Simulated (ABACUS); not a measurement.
Here is an ABACUS 3.10.1 calculation.

Contents of INPUT:

```
INPUT_PARAMETERS
suffix              MoP
calculation         scf
basis_type          pw
pseudo_dir          ./
symmetry            1
dft_functional      pbe
ecutwfc             81
pseudo_rcut         10
nspin               1
nbands              14
ks_solver           dav
smearing_method     fd
smearing_sigma      0.00367493
scf_thr             1e-08
scf_nmax            100
mixing_type         broyden
mixing_beta         0.7
cal_force           1
cal_stress          1
kpar                4
```

STRU

```
ATOMIC_SPECIES
Mo 95.9500 Mo.upf
P 30.9738 P.upf

LATTICE_CONSTANT
1.8897261246

LATTICE_VECTORS
3.2230000000 0.0000000000 0.0000000000
-1.6115000000 2.7911998764 0.0000000000
0.0000000000 0.0000000000 3.1910000000

ATOMIC_POSITIONS
Direct

Mo
0.0
1
0.0000000000 0.0000000000 0.0000000000 1 1 1

P
0.0
1
0.3333333333 0.6666666667 0.5000000000 1 1 1
```

The input KPT:

```
K_POINTS
0
Gamma
10 10 8 0 0 0
```

Potentials or basis: PseudoDojo NC SR 0.4.1 PBE standard, plane waves.

Launch:

```bash
$ OMP_NUM_THREADS=1 mpirun -np 4 abacus > log
```

(1) Predict the band gap on the k mesh.

(2) Estimate the pressure.

Answers

(1) none (metal or under the smearing width).

(2) 2.8 GPa.
